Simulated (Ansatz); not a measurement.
A distorted cell of CaF2 (fluorite):

```xyz
6
Lattice="0.0000 5.5110 5.5110 2.7555 0.0000 2.7555 2.7555 2.7555 0.0000" Properties=species:S:1:pos:R:3 pbc="T T T"
Ca     0.0342    -0.0624     0.0966
Ca     2.7213     5.5734     2.6589
F      1.3944     1.3474     1.4248
F      1.3611     4.1636     4.0862
F      4.1166     4.1636     4.0862
F      4.1499     6.8584     6.9358
```

All values below come from PBE (plane waves to 420 eV, PAW, scalar-relativistic; Ansatz, a quantum-chemistry and plane-wave program). k mesh 5×10×10 (Γ-centred), Fermi-Dirac smearing 0.05 eV. Stress and pressure are positive under compression. CaF2 was relaxed with its symmetry unable to fall. The PAW data are Ansatz's earlier set.

Question: What forces act on the atoms (eV/Å, Cartesian)?

Answer: 
```tsv
atom	Fx	Fy	Fz
Ca1	-0.097	0.175	-0.267
Ca2	0.097	-0.175	0.267
F3	-0.040	0.047	-0.076
F4	0.001	-0.030	0.047
F5	0.040	-0.047	0.076
F6	-0.001	0.030	-0.047
```

(A displaced cell: forces are minus the slopes of the energy, force constants its curvatures, and phonons follow from these.)
